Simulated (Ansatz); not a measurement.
## CdSe: distorted cells

Level of theory: Ansatz, DFT PBEsol, scalar-relativistic, plane waves, PAW.

Settings: cutoff 420 eV, Γ-centred mesh 12×12×12 on the computed 2-atom cell, Gaussian smearing of 0.10 eV; no spin polarisation.

Reference cell:

```xyz
2
Lattice="0.0000 2.8740 2.8740 2.8740 0.0000 2.8740 2.8740 2.8740 0.0000" Properties=species:S:1:pos:R:3 pbc="T T T"
Cd    0.0000    0.0000    0.0000
Se    2.8740    2.8740    2.8740
```

Each variant moves atoms of this cell by the vectors given, if any (Å), and then applies a symmetric strain (tensor components, Cartesian axes). The reference cell isn't relaxed at this level. Energies are per atom at zero smearing, counted from the lowest variant. Pressure is positive in compression.

1. strain (xx yy zz yz xz xy, %) -0.25 -0.25 -0.25 -2.00 -2.00 2.00; moves: Cd1 (-0.087, -0.087, 0.087); Se2 (0.087, 0.087, -0.087)
2. strain (xx yy zz yz xz xy, %) 1.68 1.68 1.68 -4.00 -4.00 -4.00
3. strain (xx yy zz yz xz xy, %) -1.07 -1.07 -1.07 0.00 0.00 0.00
4. no strain; moves: Cd1 (0.000, 0.000, 0.375)
5. strain (xx yy zz yz xz xy, %) 1.38 1.38 1.38 0.00 0.00 0.00
6. strain (xx yy zz yz xz xy, %) -1.41 -1.41 4.59 0.00 0.00 0.00; moves: Cd1 (0.000, 0.000, -0.250); Se2 (0.000, 0.000, 0.250)
7. no strain; moves: Se2 (0.005, -0.037, -0.082)

```
variant  ΔE (meV/atom) P (GPa) largest force (eV/Å) space group
      1           42.8    -1.24                  0.33          R3m
      2           82.2    -5.99                  0.00         R-3m
      3            0.0    -2.06                  0.00        Fm-3m
      4           73.0    -0.62                  0.98         I4mm
      5           44.5    -5.78                  0.00        Fm-3m
      6           70.1    -0.28                  0.98         I4mm
      7           15.9    -3.71                  0.08           P1
```

This rock-salt form isn't the usual stable structure of the compound.